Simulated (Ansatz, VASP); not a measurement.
**PbS: VASP beside Ansatz**

File INCAR:

```
SYSTEM = PbS
PREC = Accurate ; ENCUT = 520
EDIFF = 1E-6 ; ISMEAR = 0
SIGMA = 0.05 ; LREAL = .FALSE.
LASPH = .TRUE. ; NELM = 80
ALGO = Normal ; ISIF = 2
LWAVE = .FALSE. ; LCHARG = .FALSE.
GGA = PE ; NBANDS = 17
```

File KPOINTS:

```
Automatic mesh
0
G
  10 10 10
  0 0 0
```

Contents of POSCAR:

```
PbS
1.0
    0.0000000000      2.8586751000      2.8586751000
    2.8586751000      0.0000000000      2.8586751000
    2.8586751000      2.8586751000      0.0000000000
Pb S
1 1
Direct
    0.0000000000      0.0000000000      0.0000000000
    0.5000000000      0.5000000000      0.5000000000
```

Input for Ansatz:

```yaml
crystal:
  lattice:
    - [0.0, 2.8586751, 2.8586751]
    - [2.8586751, 0.0, 2.8586751]
    - [2.8586751, 2.8586751, 0.0]
  atoms:
    - { symbol: Pb, position: [0.0, 0.0, 0.0] }
    - { symbol: S, position: [0.5, 0.5, 0.5] }
basis:
  ecutwfc: 420
kpoints:
  mp_grid: { grid: [10, 10, 10] }
hamiltonian:
  xc: pbe
scf:
  occupations: { method: gaussian, width: 0.05 }
output:
  forces: true
  stress: true
  eigenvalues: true
```

Alike in both runs: task single point; functional PBE; k mesh 10 × 10 × 10; occupations gaussian, width 0.05 eV; no spin polarisation.

|  | VASP | Ansatz |
| --- | --- | --- |
| version | VASP 6.6.1 | Ansatz 0.2.0 |
| potentials or method | VASP PAW PBE potentials, release 64 (Pb_d, S) | scalar-relativistic, plane waves, PAW |
| plane-wave cutoff (eV) | 520 | 420 |
| valence electrons in the cell | 20 | 20 |

VASP gave:

* gap on the k mesh at the Fermi level (eV): 0.11
* least direct gap on the mesh (eV): 0.11
* pressure (GPa): 10.6

**Question.** Estimate Ansatz's values.

**Answer.** gap on the k mesh at the Fermi level (eV): 0.12; least direct gap on the mesh (eV): 0.12; pressure (GPa): 10.7.

Caveats: spin-orbit coupling is left out, which as a rule narrows the gap of such compounds by several tenths of an eV.
